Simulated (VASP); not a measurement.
Input of a VASP 6.6.1 run:

Contents of INCAR:

```
SYSTEM = Sb
  PREC = Accurate
  ENCUT = 520
  EDIFF = 1E-7
  ISMEAR = 0
  SIGMA = 0.15
  LREAL = .FALSE.
  LASPH = .TRUE.
  NELM = 80
  ALGO = Fast
  ISIF = 2
  LWAVE = .FALSE.
  LCHARG = .FALSE.
  GGA = PS
  NBANDS = 8
```

The input KPOINTS:

```
Automatic mesh
0
G
  22 22 22
  0 0 0
```

The input POSCAR:

```
Sb
1.0
   -1.5292439776      1.5292439776      2.6305802784
    1.5292439776     -1.5292439776      2.6305802784
    1.5292439776      1.5292439776     -2.6305802784
Sb
1
Direct
    0.0000000000      0.0000000000      0.0000000000
```

Potentials or basis: VASP PAW PBE potentials, release 64 (Sb).

Launch:

```sh
$ cat potpaw_PBE.64/Sb/POTCAR > POTCAR
$ mpirun -np 1 vasp_std > vasp.out
```

(1) Estimate the band gap on the k mesh.

(2) Predict the pressure.

Answers

(1) none (metal or under the smearing width).

(2) 5.8 GPa.

Caveat: the PAW data sets were made with another functional, which shifts forces and pressure a little.
